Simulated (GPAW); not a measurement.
# PbO2 (Fm-3m) in GPAW: equation of state

How stiff is PbO2 in PBEsol, and what volume does it want? The cell is scaled to several volumes.

All numbers are computed with GPAW 26.7.0; they aren't measurements. Logs are shortened: lines on timing, memory, paths and dates and some standing lists are left out, and cuts for length are marked. The log counts tension as positive stress, the text compression.

## 1. The structure

It takes space group Fm-3m (No. 225, cubic). The conventional cell has a = 5.404 Å, b = 5.404 Å, c = 5.404 Å, α = 90.00°, β = 90.00°, γ = 90.00°. Pb (site symmetry m-3m) has 8 O at 2.34 Å as nearest neighbours. Around O (site symmetry -43m) lie 4 Pb at 2.34 Å.

The cell comes from a database or a generator and needn't be the stable form of this composition.

## 2. Equation of state, PBEsol

The input, run.py:

```python
from ase import Atoms
from ase.eos import EquationOfState
from ase.io import Trajectory
from ase.units import GPa
from gpaw import GPAW, PW, setup_paths

setup_paths.insert(0, '.')

atoms = Atoms(['Pb', 'O', 'O'],
              cell=[[0.0, 2.701992, 2.701992],
                    [2.701992, 0.0, 2.701992],
                    [2.701992, 2.701992, 0.0]],
              scaled_positions=[[0.0, 0.0, 0.0],
                                [0.75, 0.75, 0.75],
                                [0.25, 0.25, 0.25]],
              pbc=True)

traj = Trajectory('eos.traj', 'w')
volumes, energies = [], []
for x in [0.94, 0.96, 0.98, 1.0, 1.02, 1.04, 1.06]:
    a = atoms.copy()
    a.set_cell(atoms.cell * x**(1 / 3), scale_atoms=True)
    calc = GPAW(mode=PW(800),
                xc='PBEsol',
                kpts={'size': (9, 9, 9), 'gamma': True},
                occupations={'name': 'fermi-dirac', 'width': 0.05},
                nbands=24,
                convergence={'density': 1e-05, 'energy': 1e-05},
                maxiter=150,
                txt=f'eos-{x:.2f}.txt')
    a.calc = calc
    energies.append(a.get_potential_energy(force_consistent=True))
    volumes.append(a.get_volume())
    p = -a.get_stress()[:3].mean() / GPa
    calc.write(f'eos-{x:.2f}.gpw')
    traj.write(a)
    print(f'{x:.2f} {volumes[-1]:10.4f} A^3 {energies[-1]:14.6f} eV {p:9.3f} GPa', flush=True)

v0, e0, B = EquationOfState(volumes, energies, eos='birchmurnaghan').fit()
print(f'V0 = {v0:.4f} A^3, E0 = {e0:.6f} eV, B0 = {B / GPa:.2f} GPa')
```

Potentials or basis: PAW data sets generated in the run's folder for this functional, pw.

On the command line:

```console
$ gpaw-setup -f PBEsol O Pb
$ OMP_NUM_THREADS=1 python run.py
```

Log:

```text
__  _  _
 | _ |_)|_||  |
 |__||  | ||/\| - 26.7.0

Input parameters:
  mode=PW(ecut=800.0),
  convergence={'density': 1e-05, 'energy': 1e-05},
  kpts=MonkhorstPack(size=(9, 9, 9), gamma=True),
  maxiter=150,
  nbands=24,
  occupations=Occupations(name='fermi-dirac', width=0.05),
  xc=XC(name='PBEsol')

Diagonalizing LCAO Hamiltonian
Converting LCAO to pw mode

                    O

           O

       Pb

Atoms  # Å, Bohr magnetons
|   | symbol |        x |        y |        z |    initial magnetic moments |
|---|--------|----------|----------|----------|-----------------------------|
| 0 |     Pb | 0.000000 | 0.000000 | 0.000000 | ( 0.0000,  0.0000,  0.0000) |
| 1 |      O | 3.970251 | 3.970251 | 3.970251 | ( 0.0000,  0.0000,  0.0000) |
| 2 |      O | 1.323417 | 1.323417 | 1.323417 | ( 0.0000,  0.0000,  0.0000) |

Unit cell  # Å
| periodic |        x |        y |        z |  lengths |    angles |
|----------|----------|----------|----------|----------|-----------|
|      yes | 0.000000 | 2.646834 | 2.646834 | 3.743188 | 60.000000 |
|      yes | 2.646834 | 0.000000 | 2.646834 | 3.743188 | 60.000000 |
|      yes | 2.646834 | 2.646834 | 0.000000 | 3.743188 | 60.000000 |

Number of symmetries: 48
Symmetry operations  # r_c * U_cc + t_c -> r_c
|    | kind |            matrix            |
|----|------|------------------------------|
|  0 |  σ   |  1, 0, 0,  1, 0,-1,  1,-1, 0 |
|  1 |  C2  |  1, 0, 0,  1,-1, 0,  1, 0,-1 |
|  2 |  E   |  1, 0, 0,  0, 1, 0,  0, 0, 1 |
|  3 |  σ   |  1, 0, 0,  0, 0, 1,  0, 1, 0 |
|  4 |  C4  |  1, 0,-1,  1, 0, 0,  1,-1, 0 |
|  5 |  S6  |  1, 0,-1,  1,-1, 0,  1, 0, 0 |
|  6 |  σ   |  1, 0,-1,  0, 1,-1,  0, 0,-1 |
|  7 |  C3  |  1, 0,-1,  0, 0,-1,  0, 1,-1 |
|  8 |  S6  |  1,-1, 0,  1, 0, 0,  1, 0,-1 |
|  9 |  C4  |  1,-1, 0,  1, 0,-1,  1, 0, 0 |
| 10 |  C3  |  1,-1, 0,  0,-1, 1,  0,-1, 0 |
| 11 |  σ   |  1,-1, 0,  0,-1, 0,  0,-1, 1 |
| 12 |  σ   |  0, 1, 0,  1, 0, 0,  0, 0, 1 |
| 13 |  C4  |  0, 1, 0,  0, 1,-1, -1, 1, 0 |
| 14 |  C3  |  0, 1, 0,  0, 0, 1,  1, 0, 0 |
| 15 |  S6  |  0, 1, 0, -1, 1, 0,  0, 1,-1 |
| 16 |  C2  |  0, 1,-1,  1, 0,-1,  0, 0,-1 |
| 17 |  σ   |  0, 1,-1,  0, 1, 0, -1, 1, 0 |
| 18 |  S4  |  0, 1,-1,  0, 0,-1,  1, 0,-1 |
| 19 |  C4  |  0, 1,-1, -1, 1, 0,  0, 1, 0 |
| 20 |  C3  |  0, 0, 1,  1, 0, 0,  0, 1, 0 |
| 21 |  σ   |  0, 0, 1,  0, 1, 0,  1, 0, 0 |
| 22 |  S6  |  0, 0, 1,  0,-1, 1, -1, 0, 1 |
| 23 |  C4  |  0, 0, 1, -1, 0, 1,  0,-1, 1 |
| 24 |  S4  |  0, 0,-1,  1, 0,-1,  0, 1,-1 |
| 25 |  C3  |  0, 0,-1,  0, 1,-1,  1, 0,-1 |
| 26 |  C2  |  0, 0,-1,  0,-1, 0, -1, 0, 0 |
| 27 |  S6  |  0, 0,-1, -1, 0, 0,  0,-1, 0 |
| 28 |  S4  |  0,-1, 1,  1,-1, 0,  0,-1, 0 |
| 29 |  C4  |  0,-1, 1,  0, 0, 1, -1, 0, 1 |
| 30 |  C2  |  0,-1, 1,  0,-1, 0,  1,-1, 0 |
| 31 |  σ   |  0,-1, 1, -1, 0, 1,  0, 0, 1 |
| 32 |  C3  |  0,-1, 0,  1,-1, 0,  0,-1, 1 |
| 33 |  S6  |  0,-1, 0,  0, 0,-1, -1, 0, 0 |
| 34 |  S4  |  0,-1, 0,  0,-1, 1,  1,-1, 0 |
| 35 |  C2  |  0,-1, 0, -1, 0, 0,  0, 0,-1 |
| 36 |  C2  | -1, 1, 0,  0, 1, 0,  0, 1,-1 |
| 37 |  S6  | -1, 1, 0,  0, 1,-1,  0, 1, 0 |
| 38 |  S4  | -1, 1, 0, -1, 0, 1, -1, 0, 0 |
| 39 |  C3  | -1, 1, 0, -1, 0, 0, -1, 0, 1 |
| 40 |  S6  | -1, 0, 1,  0, 0, 1,  0,-1, 1 |
| 41 |  C2  | -1, 0, 1,  0,-1, 1,  0, 0, 1 |
| 42 |  C3  | -1, 0, 1, -1, 1, 0, -1, 0, 0 |
| 43 |  S4  | -1, 0, 1, -1, 0, 0, -1, 1, 0 |
| 44 |  C2  | -1, 0, 0,  0, 0,-1,  0,-1, 0 |
| 45 |  i   | -1, 0, 0,  0,-1, 0,  0, 0,-1 |
| 46 |  σ   | -1, 0, 0, -1, 1, 0, -1, 0, 1 |
| 47 |  C2  | -1, 0, 0, -1, 0, 1, -1, 1, 0 |

BZ-sampling:
  Number of BZ points: 729
  Number of IBZ points: 35

  Monkhorst-Pack size: [9, 9, 9]
  Monkhorst-Pack shift: [0, 0, 0]

K-points  # in reciprocal-cell coordinates
|     |                                coordinates |     weight |
|-----|--------------------------------------------|------------|
|   0 | (  0.00000000,   0.00000000,   0.00000000) | 0.00137174 |
|   1 | (  0.11111111,   0.11111111,   0.00000000) | 0.00823045 |
|   2 | (  0.11111111,   0.11111111,   0.11111111) | 0.01097394 |
|   3 | (  0.22222222,   0.11111111,   0.11111111) | 0.01646091 |
|   4 | (  0.22222222,   0.22222222,   0.00000000) | 0.00823045 |
|   5 | (  0.22222222,   0.22222222,   0.11111111) | 0.03292181 |
|   6 | (  0.22222222,   0.22222222,   0.22222222) | 0.01097394 |
|   7 | (  0.33333333,   0.22222222,   0.11111111) | 0.03292181 |
|   8 | (  0.33333333,   0.22222222,   0.22222222) | 0.03292181 |
|   9 | (  0.33333333,   0.33333333,  -0.33333333) | 0.01646091 |
| ... |                                            |            |
|  34 | (  0.44444444,   0.44444444,   0.44444444) | 0.01097394 |

Plane wave coefficients: 1932
Cutoff: 800.0 eV

Spin-components: 1 (collinear spins)
Bands:           24
Projectors:      16
Spin-degeneracy: 2
Datatype:        complex128

Parallelization:
  kpt:    1
  domain: 1
  band:   1

Density:
  Valence electrons: 26.0
  Components: 1
  Grid points: [25 25 25]
  Charge: 0.0  # |e|

Potential:
  Grid points: [25 25 25]

species:
  Pb:
    name:    Lead
    Z:       82.0
    valence: 14
    core:    68
    charge:  0.0  # [|e|]
    compensation charges:
      type: gauss
      rc: 0.38  # [Å]
      lmax: 2
    cutoffs:
      filter: 2.36  # [Å]
      core: 2.43  # [Å]
    projectors
    | kind |    occ | energy [eV] | rcut [Å] |
    |------|--------|-------------|----------|
    |   6s |  2.000 |     -12.024 |    1.259 |
    |   6p |  2.000 |      -3.525 |    1.275 |
    |   5d | 10.000 |     -21.194 |    1.217 |
    |    s |        |      15.187 |    1.259 |
    |    p |        |      23.686 |    1.275 |
    |    d |        |       6.017 |    1.217 |

    Using partial waves for Pb as LCAO basis

  O:
    name:    Oxygen
    Z:       8.0
    valence: 6
    core:    2
    charge:  0.0  # [|e|]
    compensation charges:
      type: gauss
      rc: 0.21  # [Å]
      lmax: 2
    cutoffs:
      filter: 1.17  # [Å]
      core: 0.83  # [Å]
    projectors
    | kind |    occ | energy [eV] | rcut [Å] |
    |------|--------|-------------|----------|
    |   2s |  2.000 |     -23.808 |    0.688 |
    |   2p |  4.000 |      -8.972 |    0.598 |
    |    s |        |       3.404 |    0.688 |
    |    p |        |      18.239 |    0.598 |
    |    d |        |       0.000 |    0.619 |

    Using partial waves for O as LCAO basis

Reference energy: -571190.928133  # eV

eigensolver:
  PPCG
  Converge bands: occupied
  niter=2

density mixing:
  MSR1-Mixer
  Pratt-step length: 0.05
  Maximum mixing coefficient: 0.75
  Old densities: 10
  SVD Regularization: 0.005
  Good broyden scale: 1.0
  Trust region scale: 1.0
  Backstep threshold: 4.0
  History deletion threshold: 6.0
  Fourier metric: weight=20.0, sigma=0.015

occupation numbers:
  Fermi-Dirac:
    width: 0.0500  # eV

poisson solver:
  ecut: 6400.0  # eV

xc functional:
  name: PBEsol with 2 nearest neighbor stencil

convergence criteria:
- Maximum integral of absolute [dens]ity change: 1e-05 electrons / valence electron
- Maximum [total energy] change in last 3 cyles: 1e-05 eV / valence electron
- Maximum integral of absolute [eigenst]ate change: 4e-08 eV^2 / valence electron
maximum number of iterations: 150

SCF iterations
|iter     | |      energy | eigst |  dens |
|---------|-|-------------|-------|-------|
|iter:   1| |  -20.046960 | +0.16 |       |
|iter:   2| |  -19.352863 | -1.66 | -0.91 |
|iter:   3| |  -17.584699 | -0.90 | -0.96 |
|iter:   4| |  -17.574262 | -3.23 | -1.55 |
|iter:   5| |  -17.574735 | -3.52 | -1.84 |
|iter:   6| |  -17.574892 | -5.06 | -3.00 |
|iter:   7| |  -17.574928c| -5.71 | -3.41 |
|iter:   8| |  -17.574928c| -7.46c| -4.30 |
|iter:   9| |  -17.574928c| -7.46c| -4.92 |
|iter:  10| |  -17.574928c| -8.26c| -5.55c|

Converged in 10 steps
Energy contributions relative to reference atoms: (reference = -571190.928133)

Energy contributions:
  Kinetic:          31.656545
  Coulomb:         -27.970217
  Zero:              0.148783
  External:          0.000000
  Xc:              -21.407160
  Entropy:          -0.005759
  Spinorbit:         0.000000
  ----------------------------
  Free energy:     -17.577808
  Extrapolated:    -17.574928

dipole moment: (-21.591130, -21.591130, -21.591130)  # |e|*Ang

Fermi level: 7.154
Eigenvalues  # (at kpt = [0.000, 0.000, 0.000])
| band index |      eig [eV] | occ [0-2] |
|------------|---------------|-----------|
|          0 |       -11.805 |     2.000 |
|        ... |               |           |
|          6 |        -8.253 |     2.000 |
|          7 |         4.944 |     2.000 |
|          8 |         5.062 |     2.000 |
|          9 |         5.062 |     2.000 |
|         10 |         5.062 |     2.000 |
|         11 |         5.799 |     2.000 |
|         12 |         5.799 |     2.000 |
|         13 |         5.799 |     2.000 |
|         14 |        14.141 |     0.000 |
|         15 |        14.141 |     0.000 |
|         16 |        14.141 |     0.000 |
|         17 |        18.986 |     0.000 |
|         18 |        22.865 |     0.000 |
|         19 |        22.865 |     0.000 |
|         20 |        27.899 |     0.000 |
|         21 |        27.899 |     0.000 |
|        ... |               |           |
|         23 |        29.644 |     0.000 |

No gap
No difference between direct/indirect transitions

Stress tensor  # eV/Ang^3
|         x |         y |         z |
|-----------|-----------|-----------|
| -0.010798 |  0.000000 |  0.000000 |
|  0.000000 | -0.010798 | -0.000000 |
|  0.000000 | -0.000000 | -0.010798 |

# Writing to eos-0.94.gpw (mode='')
```

Run time: 3.1 min. Hardware: 1 thread of Arm Neoverse V2, shared host; peak memory 0.32 GiB.

What came out:

```yaml
Equilibrium_volume: 12.51 Å³/atom
Bulk_modulus: 159 GPa
Pressure_derivative_of_the_bulk_modulus: 5.2
```

Energy against volume, from the lowest point:
| volume (Å³/atom) | energy (meV/atom) |
| --- | --- |
| 12.362 | 0.32 |
| 12.625 | 0.00 |
| 12.888 | 4.78 |
| 13.151 | 14.15 |
| 13.414 | 27.62 |
| 13.677 | 44.48 |
| 13.940 | 64.41 |

Spin-orbit coupling is left out, which matters for the levels of Pb.
